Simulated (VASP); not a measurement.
# BN (Qingsongite) (F-43m) in VASP: notebook

The runs below take BN (Qingsongite) through relaxation of the atoms, relaxation of cell and atoms, with PBEsol, LDA.

Everything below comes from runs of VASP 6.6.1. Logs are shortened: lines on timing, memory, paths and dates and some standing lists are left out, and cuts for length are marked.

**1. Starting point**

It takes space group F-43m (No. 216, cubic). Conventional cell: a = 3.615 Å, b = 3.615 Å, c = 3.615 Å, α = 90.00°, β = 90.00°, γ = 90.00°. Around B (site symmetry -43m) lie 4 N at 1.57 Å. N (site symmetry -43m) is surrounded by 4 B at 1.57 Å.

**2. Relaxation of the atoms, PBEsol (a relaxed cell with its volume scaled by 1.06)**

Contents of INCAR:

```
SYSTEM = BN
  PREC = Accurate
  ENCUT = 600
  EDIFF = 1E-7
  ISMEAR = 0
  SIGMA = 0.03
  LREAL = .False.
  LASPH = .True.
  NELM = 80
  ALGO = Fast
  ISIF = 2
  LWAVE = .False.
  LCHARG = .False.
  GGA = PS
  IBRION = 2
  NSW = 40
  EDIFFG = -0.01
```

Contents of KPOINTS:

```
Automatic mesh
0
Gamma
  14 14 14
  0 0 0
```

Contents of POSCAR:

```
BN                                      
1.0
    0.0000000000      1.8386891179      1.8386891179
    1.8386891179      0.0000000000      1.8386891179
    1.8386891179      1.8386891179      0.0000000000
  B               N             
     1     1
Direct
     0.0000000000000000    0.0000000000000000    0.0000000000000000
     0.2500000000000000    0.2500000000000000    0.2500000000000000
```

Potentials or basis: VASP PAW PBE potentials, release 64 (B, N).

Command:

```console
$ cat potpaw_PBE.64/B/POTCAR potpaw_PBE.64/N/POTCAR > POTCAR
$ mpirun -np 1 vasp_std > vasp.out
```

OUTCAR:

```text
SYSTEM = BN
   PREC = Accurate
   ENCUT = 600
   EDIFF = 1E-7
   ISMEAR = 0
   LREAL = .False.
   LASPH = .True.
   NELM = 80
   ISIF = 2
   GGA = PS
   IBRION = 2
   NSW = 40
   EDIFFG = -0.01

 ion  position               nearest neighbor table
   1  0.000  0.000  0.000-   2 1.59   2 1.59   2 1.59   2 1.59
   2  0.250  0.250  0.250-   1 1.59   1 1.59   1 1.59   1 1.59

  LATTYP: Found a face centered cubic cell.
 ALAT       =     3.6773782358

  Lattice vectors:

 A1 = (   0.0000000000,   1.8386891179,   1.8386891179)
 A2 = (   1.8386891179,   0.0000000000,   1.8386891179)
 A3 = (   1.8386891179,   1.8386891179,   0.0000000000)

Analysis of symmetry for initial positions (statically):
=====================================================================
 Subroutine PRICEL returns:
 Original cell was already a primitive cell.

 Routine SETGRP: Setting up the symmetry group for a
 face centered cubic supercell.

 Subroutine GETGRP returns: Found 24 space group operations
 (whereof 24 operations were pure point group operations)
 out of a pool of 48 trial point group operations.

The static configuration has the point symmetry T_d .

Analysis of symmetry for dynamics (positions and initial velocities):
=====================================================================
 Subroutine PRICEL returns:
 Original cell was already a primitive cell.

 Routine SETGRP: Setting up the symmetry group for a
 face centered cubic supercell.

 Subroutine GETGRP returns: Found 24 space group operations
 (whereof 24 operations were pure point group operations)
 out of a pool of 48 trial point group operations.

The dynamic configuration has the point symmetry T_d .

 Subroutine INISYM returns: Found 24 space group operations
 (whereof 24 operations are pure point group operations),
 and found     1 'primitive' translations

----------------------------------------------------------------------------------------

                                     Primitive cell

  volume of cell :      12.4324

  direct lattice vectors                    reciprocal lattice vectors
     0.000000000  1.838689118  1.838689118    -0.271932865  0.271932865  0.271932865
     1.838689118  0.000000000  1.838689118     0.271932865 -0.271932865  0.271932865
     1.838689118  1.838689118  0.000000000     0.271932865  0.271932865 -0.271932865

  length of vectors
     2.600299088  2.600299088  2.600299088     0.471001539  0.471001539  0.471001539

  position of ions in fractional coordinates (direct lattice)
     0.000000000  0.000000000  0.000000000
     0.250000000  0.250000000  0.250000000

  ion indices of the primitive-cell ions
   primitive index   ion index
                 1           1
                 2           2

----------------------------------------------------------------------------------------

 KPOINTS: Automatic mesh

Automatic generation of k-mesh.
 Grid dimensions read from file:
 generate k-points for:   14   14   14

 Generating k-lattice:

  Cartesian coordinates                     Fractional coordinates (reciprocal lattice)
    -0.019423776  0.019423776  0.019423776     0.071428571  0.000000000  0.000000000
     0.019423776 -0.019423776  0.019423776     0.000000000  0.071428571  0.000000000
     0.019423776  0.019423776 -0.019423776     0.000000000  0.000000000  0.071428571

  Length of vectors
     0.033642967  0.033642967  0.033642967

  Shift w.r.t. Gamma in fractional coordinates (k-lattice)
     0.000000000  0.000000000  0.000000000

 Subroutine IBZKPT returns following result:
 ===========================================

 Found    104 irreducible k-points:

 Following reciprocal coordinates:
            Coordinates               Weight
  0.000000  0.000000  0.000000      1.000000
  0.071429  0.000000  0.000000      8.000000
  0.142857  0.000000  0.000000      8.000000
  0.214286  0.000000  0.000000      8.000000
  0.285714  0.000000  0.000000      8.000000
  0.357143  0.000000  0.000000      8.000000
[... 16 lines left out ...]
  0.214286  0.142857  0.000000     24.000000
  0.285714  0.142857  0.000000     24.000000
 [... further k-points ...]
   k-points           NKPTS =    104   k-points in BZ     NKDIM =    104   number of bands    NBANDS=      8
   number of dos      NEDOS =    301   number of ions     NIONS =      2
   total plane-waves  NPLWV =  13824
   dimension x,y,z NGX =    24 NGY =   24 NGZ =   24
   dimension x,y,z NGXF=    48 NGYF=   48 NGZF=   48
   ions per type =               1   1
   NGX,Y,Z   is equivalent  to a cutoff of  15.34, 15.34, 15.34 a.u.
   NGXF,Y,Z  is equivalent  to a cutoff of  30.69, 30.69, 30.69 a.u.
 SYSTEM =  BN
   PREC   = accura    normal or accurate (medium, high low for compatibility)
   ISTART =      0    job   : 0-new  1-cont  2-samecut
   ICHARG =      2    charge: 1-file 2-atom 10-const
   ISPIN  =      1    spin polarized calculation?
   LNONCOLLINEAR =      F non collinear calculations
   LSORBIT =      F    spin-orbit coupling
   LASPH  =      T    aspherical Exc in radial PAW
   ENCUT  =  600.0 eV  44.10 Ry    6.64 a.u.   5.19  5.19  5.19*2*pi/ulx,y,z
   NELM   =     80;   NELMIN=  2; NELMDL= -5     # of ELM steps
   EDIFF  = 0.1E-06   stopping-criterion for ELM
   LREAL  =      F    real-space projection
   EDIFFG = -.1E-01   stopping-criterion for IOM
   NSW    =     40    number of steps for IOM
   IBRION =      2    ionic relax: 0-MD 1-quasi-New 2-CG
   NFREE  =      1    steps in history (QN), initial steepest desc. (CG)
   ISIF   =      2    stress and relaxation
   ISYM   =      2    0-nonsym 1-usesym 2-fastsym
   POTIM  = 0.5000    time-step for ionic-motion
   TEBEG  =    0.0;   TEEND  =   0.0 temperature during run
   PSTRESS=    0.0 pullay stress
   NELECT =       8.0000    total number of electrons
   NUPDOWN=      -1.0000    fix difference up-down
   EMIN   =  10.00;   EMAX   =-10.00  energy-range for DOS
   EFERMI =   0.00;   METHOD = LEGACY
   ISMEAR =     0;   SIGMA  =   0.03  broadening in eV -4-tet -1-fermi 0-gaus
   EFERMI_NEDOS =   21; number of points for ismear=-14 and -15
   IALGO  =     68    algorithm
   IMIX   =      4    mixing-type and parameters
     AMIX     =   0.40;   BMIX     =  1.00
     AMIX_MAG =   1.60;   BMIX_MAG =  1.00
  volume/ion in A,a.u.               =       6.22        41.95
  Fermi-wavevector in a.u.,A,eV,Ry     =   1.413361  2.670866 27.178863  1.997590
  Thomas-Fermi vector in A             =   2.535015
   LORBIT       =      0    0 simple, 1 ext, 2 COOP (PROOUT), +10 PAW based schemes
   GGA     = PS    functional components
   LHFCALC =     F    Hartree Fock is set to
   AEXX    =    0.0000 exact exchange contribution
   IVDW    =     0    specifies the selected vdW correction
   LEPSILON=     F    determine dielectric tensor
   LRPA    =     F    only Hartree local field effects (RPA)
 conjugate gradient relaxation of ions
 non-spin polarized calculation
 RMM-DIIS sequential band-by-band and
 Gauss-broadening in eV      SIGMA  =   0.03
  energy-cutoff  :      600.00
  volume of cell :       12.43
 maximum number of plane-waves:       428
 NGX is ok and might be reduce to    24
   NGX = 11   NGY = 11   NGZ = 11

 number of electron       8.0000000 magnetization

 Free energy of the ion-electron system (eV)
  ---------------------------------------------------
  ext. energy  EPLUGINS =         0.00000000
  ---------------------------------------------------
  free energy    TOTEN  =       -18.30629404 eV

  energy without entropy =      -18.30629404  energy(sigma->0) =      -18.30629404

 E-fermi :   6.9489     XC(G=0): -12.7674

 val. band max:        6.7433483266   @ k =   0.0000   0.0000   0.0000
 cond. band min:      10.9649055509   @ k =   0.5000   0.5000   0.0000
 fundamental gap:      4.2215572243
 Fermi energy:         6.9488842135

 k-point     1 :       0.0000    0.0000    0.0000
  band No.  band energies     occupation
      1     -12.9363      2.00000
      2       6.7433      2.00000
      3       6.7433      2.00000
      4       6.7433      2.00000
      5      15.2648      0.00000
      6      15.2648      0.00000
      7      15.2648      0.00000
      8      16.1965      0.00000

 k-point     2 :       0.0714    0.0000    0.0000
  band No.  band energies     occupation
      1     -12.8165      2.00000
      2       6.0746      2.00000
      3       6.6150      2.00000
      4       6.6150      2.00000
      5      15.3508      0.00000
      6      15.4591      0.00000
      7      15.4591      0.00000
      8      16.6732      0.00000

 k-point     3 :       0.1429    0.0000    0.0000
  band No.  band energies     occupation
      1     -12.4604      2.00000
      2       4.4585      2.00000
      3       6.2861      2.00000
      4       6.2861      2.00000
      5      15.5073      0.00000
      6      15.9431      0.00000
      7      15.9431      0.00000
      8      17.7991      0.00000

 k-point     4 :       0.2143    0.0000    0.0000
  band No.  band energies     occupation
      1     -11.8798      2.00000
      2       2.4600      2.00000
      3       5.8724      2.00000
      4       5.8724      2.00000
      5      15.6925      0.00000
      6      16.4889      0.00000
      7      16.4889      0.00000
      8      19.0224      0.00000

 k-point     5 :       0.2857    0.0000    0.0000
  band No.  band energies     occupation
      1     -11.1020      2.00000
      2       0.4116      2.00000
      3       5.4750      2.00000
      4       5.4750      2.00000
      5      15.8815      0.00000
      6      16.8831      0.00000
      7      16.8831      0.00000
      8      20.0399      0.00000
[... 177 lines left out ...]
 k-point    22 :       0.1429    0.1429    0.0000
  band No.  band energies     occupation
      1     -12.3026      2.00000
      2       5.1626      2.00000
      3       5.4281      2.00000
      4       5.4281      2.00000
      5      14.3967      0.00000
      6      17.0890      0.00000
      7      17.0890      0.00000
      8      17.6292      0.00000

 k-point    23 :       0.2143    0.1429    0.0000
  band No.  band energies     occupation
      1     -11.8763      2.00000
      2       3.6919      2.00000
      3       4.9223      2.00000
      4       5.2799      2.00000
      5      14.3227      0.00000
      6      17.5045      0.00000
      7      17.8448      0.00000
      8      18.3526      0.00000

 k-point    24 :       0.2857    0.1429    0.0000
  band No.  band energies     occupation
      1     -11.2373      2.00000
      2       1.8486      2.00000
      3       4.5048      2.00000
      4       4.9423      2.00000
      5      14.6199      0.00000
      6      17.7936      0.00000
      7      18.4251      0.00000
      8      18.9536      0.00000

 [... further k-points ...]

------------------------ aborting loop because EDIFF is reached ----------------------------------------

  FORCE on cell =-STRESS in cart. coord.  units (eV):
  Direction    XX          YY          ZZ          XY          YZ          ZX
  --------------------------------------------------------------------------------------
  -------------------------------------------------------------------------------------
  Total       -1.5751410     -1.5751410     -1.5751410      0.0000000      0.0000000      0.0000000
  in kB     -202.9902213   -202.9902213   -202.9902213      0.0000000      0.0000000      0.0000000
  external PRESSURE =    -202.9902213 kB  Pullay stress =       0.0000000 kB

 VOLUME and BASIS-vectors are now :
 -----------------------------------------------------------------------------
  energy-cutoff  :      600.00
  volume of cell :       12.43
      direct lattice vectors                 reciprocal lattice vectors
     0.000000000  1.838689118  1.838689118    -0.271932865  0.271932865  0.271932865
     1.838689118  0.000000000  1.838689118     0.271932865 -0.271932865  0.271932865
     1.838689118  1.838689118  0.000000000     0.271932865  0.271932865 -0.271932865

 POSITION                                       TOTAL-FORCE (eV/Angst)
 -----------------------------------------------------------------------------------
      0.00000      0.00000      0.00000         0.000000      0.000000      0.000000
      0.91934      0.91934      0.91934        -0.000000     -0.000000     -0.000000
 -----------------------------------------------------------------------------------
    total drift:                                0.000000      0.000000      0.000000

  FREE ENERGIE OF THE ION-ELECTRON SYSTEM (eV)
  ---------------------------------------------------
  free  energy   TOTEN  =       -18.3062940367 eV

  energy  without entropy=      -18.3062940367  energy(sigma->0) =      -18.30629404

 reached required accuracy - stopping structural energy minimisation
```

It took 14 s on 1 thread of Intel Xeon Platinum 8259CL at 2.50GHz (Skylake/Cascade Lake), shared host; peak memory 0.13 GiB.

What came out:

| Item | Value |
| --- | --- |
| Free energy | -18.3063 eV |
| Pressure after relaxing | -20.3 GPa |
| Band gap on the k mesh | 4.22 eV, indirect (least direct gap 8.52 eV) |

Final structure:
```
B N
1.0
     0.00000    1.83869    1.83869
     1.83869    0.00000    1.83869
     1.83869    1.83869    0.00000
B N
1 1
Direct
  0.00000 0.00000 0.00000
  0.25000 0.25000 0.25000
```

Levels at points of the mesh, in eV from the valence-band top:
```csv
k point,band 1,band 2,band 3,band 4,band 5,band 6,band 7,band 8
"(0.00, 0.00, 0.00)",-19.68,0.00,0.00,0.00,8.52,8.52,8.52,9.45
"(0.50, 0.00, 0.00)",-15.65,-10.32,-1.85,-1.85,9.44,10.34,10.34,14.56
"(0.50, 0.50, 0.00)",-14.34,-8.64,-4.69,-4.69,4.22,8.80,17.11,17.11
```

Caveat: the relaxation stopped at its first step, so nothing moved; the PAW data sets were made with another functional, which shifts forces and pressure a little.

**3. Relaxation of cell and atoms, LDA**

Contents of INCAR:

```
PREC = Accurate ; ENCUT = 600
EDIFF = 1E-6 ; ISMEAR = 0
SIGMA = 0.03 ; LREAL = False
LASPH = True ; NELM = 80
ALGO = Normal ; ISIF = 3
LWAVE = False ; LCHARG = False
GGA = CA ; IBRION = 2
NSW = 90 ; EDIFFG = -0.01
```

Contents of KPOINTS:

```
regular mesh
0
Gamma
  14 14 14
```

Contents of POSCAR:

```
BN
1.0
    0.0000000000      1.8075000000      1.8075000000
    1.8075000000      0.0000000000      1.8075000000
    1.8075000000      1.8075000000      0.0000000000
B N
1 1
Direct
    0.0000000000      0.0000000000      0.0000000000
    0.2500000000      0.2500000000      0.2500000000
```

Potentials or basis: VASP PAW LDA potentials, release 64 (B, N).

Command:

```console
$ cat potpaw_LDA.64/B/POTCAR potpaw_LDA.64/N/POTCAR > POTCAR
$ mpirun -np 1 vasp_std > vasp.out
```

Run time: 11 s. Hardware: 1 thread of Intel Xeon Platinum 8488C (Sapphire Rapids), shared host; peak memory 0.12 GiB.

The run converged. Its results:

```yaml
Free_energy: -19.4173 eV
Relaxed_volume: 5.75 Å³/atom
Relaxed_cell: a = 2.533 Å, b = 2.533 Å, c = 2.533 Å, α = 60.00°, β = 60.00°, γ = 60.00°
Space_group_after_relaxing_to_0.05_Å: F-43m (No. 216)
Energy_gained_by_relaxing: 5.2 meV/atom
Ionic_steps: 3
Pressure_after_relaxing: -0.1 GPa
Band_gap_on_the_k_mesh: 4.38 eV, indirect (least direct gap 8.81 eV)
```

The path:
| step | energy change (eV) | largest force (eV/Å) | pressure (GPa) | volume (Å³) |
| --- | --- | --- | --- | --- |
| 1 | 0.0000 | 0.0000 | -10.29 | 11.81 |
| 2 | 0.0014 | 0.0000 | 12.01 | 11.17 |
| 3 | -0.0104 | 0.0000 | -0.06 | 11.50 |

Final structure:
```yaml
crystal:
  lattice:
    - [0.00000, 1.79137, 1.79137]
    - [1.79137, 0.00000, 1.79137]
    - [1.79137, 1.79137, 0.00000]
  atoms:
    - { symbol: B, position: [0.00000, 0.00000, 0.00000] }
    - { symbol: N, position: [0.25000, 0.25000, 0.25000] }
```

Levels at points of the mesh, in eV from the valence-band top:
| k point | band 1 | band 2 | band 3 | band 4 | band 5 | band 6 | band 7 | band 8 |
| --- | --- | --- | --- | --- | --- | --- | --- | --- |
| (0.00, 0.00, 0.00) | -20.38 | 0.00 | 0.00 | 0.00 | 8.81 | 8.81 | 8.81 | 10.88 |
| (0.50, 0.00, 0.00) | -15.97 | -10.96 | -2.00 | -2.00 | 10.56 | 10.71 | 10.71 | 15.29 |
| (0.50, 0.50, 0.00) | -14.55 | -9.06 | -5.06 | -5.06 | 4.38 | 9.30 | 18.11 | 18.11 |

**4. Relaxation of cell and atoms, LDA**

This run uses another cell than the first one, of 5.75 Å³/atom, 0.973 times its volume.

Contents of INCAR:

```
PREC = Accurate ; ENCUT = 600
EDIFF = 1E-7 ; ISMEAR = 0
SIGMA = 0.03 ; LREAL = False
LASPH = True ; NELM = 80
ALGO = Normal ; ISIF = 3
LWAVE = False ; LCHARG = False
GGA = CA ; IBRION = 2
NSW = 90 ; EDIFFG = -0.005
```

KPOINTS is that of step 3.

Contents of POSCAR:

```
BN                                      
1.0
    0.0000000000      1.7913651712      1.7913651712
    1.7913651712     -0.0000000000      1.7913651712
    1.7913651712      1.7913651712      0.0000000000
  B               N             
     1     1
Direct
     0.0000000000000000    0.0000000000000000    0.0000000000000000
     0.2500000000000000    0.2500000000000000    0.2500000000000000
```

Command:

```console
$ cat potpaw_LDA.64/B/POTCAR potpaw_LDA.64/N/POTCAR > POTCAR
$ mpirun -np 1 vasp_std > vasp.out
```

Wall time 5.6 s (1 thread of Intel Xeon Platinum 8488C (Sapphire Rapids), shared host); peak memory 0.12 GiB.

It converged, with:

```
Free energy             : -19.4164 eV
Pressure after relaxing : 0.0 GPa
Band gap on the k mesh  : 4.38 eV, indirect (least direct gap 8.81 eV)
```

Final structure:
```xyz
2
Lattice="0.0000 1.7914 1.7914 1.7914 0.0000 1.7914 1.7914 1.7914 0.0000" Properties=species:S:1:pos:R:3 pbc="T T T"
B     0.0000    0.0000    0.0000
N     0.8957    0.8957    0.8957
```

Levels at points of the mesh, in eV from the valence-band top:
```csv
k point,band 1,band 2,band 3,band 4,band 5,band 6,band 7,band 8
"(0.00, 0.00, 0.00)",-20.38,0.00,0.00,0.00,8.81,8.81,8.81,10.88
"(0.50, 0.00, 0.00)",-15.97,-10.96,-2.00,-2.00,10.56,10.71,10.71,15.29
"(0.50, 0.50, 0.00)",-14.55,-9.06,-5.06,-5.06,4.38,9.30,18.11,18.11
```

Caveat: the relaxation stopped at its first step, so nothing moved.

(Continued in part 2 of 2.)
